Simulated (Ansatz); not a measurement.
# Run times of several calculations on SiO2

Cell: 12 atoms, space group Pbcn, a = 4.097 Å, b = 5.046 Å, c = 4.495 Å, α = 90.00°, β = 90.00°, γ = 90.00°.

All runs are DFT with Ansatz 0.2.0 on 1 thread of AMD EPYC 9R45 (Zen 5) (x86_64; 16 cores open to the job, memory cap 3.0 GiB, no GPU), a shared host.

(1) Rank the runs by wall time, shortest first.
A. single point, PBE, gradients read without the response of the cores, 420 eV, 5×4×5 k-points, smearing 0.02 eV
B. single point at relaxed positions, r2SCAN, gradients read without the response of the cores, 500 eV, 5×4×5 k-points, smearing 0.02 eV
C. relaxation of the ions, PBE, gradients read without the response of the cores, 420 eV, 5×4×5 k-points, smearing 0.02 eV

Answers

(1) A (2.5 s, 0.45 GiB), B (5.3 s, 0.62 GiB), C (9.8 s, 0.46 GiB).
